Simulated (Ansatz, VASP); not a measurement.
## One calculation of C, two programs

```
CELL_PARAMETERS angstrom
2.42492 -2.48398 0.00000
2.42492 2.48398 0.00000
0.00000 0.00000 4.41267
ATOMIC_POSITIONS crystal
C 0.69318 0.97809 0.42727
C 0.97809 0.69318 0.92727
C 0.30682 0.02191 0.92727
C 0.69318 0.97809 0.07273
C 0.30682 0.02191 0.57273
C 0.02191 0.30682 0.42727
C 0.97809 0.69318 0.57273
C 0.02191 0.30682 0.07273
```

Alike in both runs: functional PBE; k mesh 6 × 6 × 4; occupations gaussian, width 0.1 eV; no spin polarisation.

Ansatz relaxed the structure, and its values are those at the end. VASP's run is a single point on that final structure, the one shown.

|  | VASP | Ansatz |
| --- | --- | --- |
| version | VASP 6.6.1 | Ansatz 0.2.0 |
| potentials or method | VASP PAW PBE potentials, release 64 (C) | scalar-relativistic, plane waves, PAW |
| plane-wave cutoff (eV) | 520 | 420 |
| valence electrons in the cell | 32 | 32 |

|  | VASP | Ansatz | Ansatz less VASP |
| --- | --- | --- | --- |
| gap on the k mesh at the Fermi level (eV) | 3.09 | 3.10 | +0.007 |
| least direct gap on the mesh (eV) | 3.44 | 3.46 | +0.017 |
| pressure (GPa) | 0.6 | 0.1 | -0.50 |
| rms of the force components (eV/Å) | 0.008 | 0.003 | -0.0050 |
